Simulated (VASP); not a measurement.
Runs of VASP 6.6.1 on Mg. The structure is cubic, space group Pm-3m (No. 221). Conventional cell: a = 3.127 Å, b = 3.127 Å, c = 3.127 Å, α = 90.00°, β = 90.00°, γ = 90.00°. Mg (site symmetry m-3m) is surrounded by 6 Mg at 3.13 Å. This isn't the form of Mg at room conditions, which is hcp.

| cell | k mesh | gap on the mesh (eV) | pressure (GPa) |
| --- | --- | --- | --- |
| Pm-3m, 30.58 Å³/atom | 12 × 12 × 12 | none | (a) |
| Pm-3m, 28.32 Å³/atom | 17 × 17 × 17 | none | -0.1 |
| Pm-3m, 26.05 Å³/atom | 12 × 12 × 12 | none | 2.1 |
| Pm-3m, 27.18 Å³/atom | 12 × 12 × 12 | none | 0.9 |

Alike in all rows: task single point; level revPBE; potentials or basis VASP PAW PBE potentials, release 64 (Mg); no spin polarisation; cutoff (eV) 520; smearing fermi-dirac 0.1 eV.

Q: Estimate the missing entries.

A: (a) -1.5.

Caveats: the PAW data sets were made with another functional, which shifts forces and pressure a little.

A gap of «none» marks a metal or a gap under the smearing width.
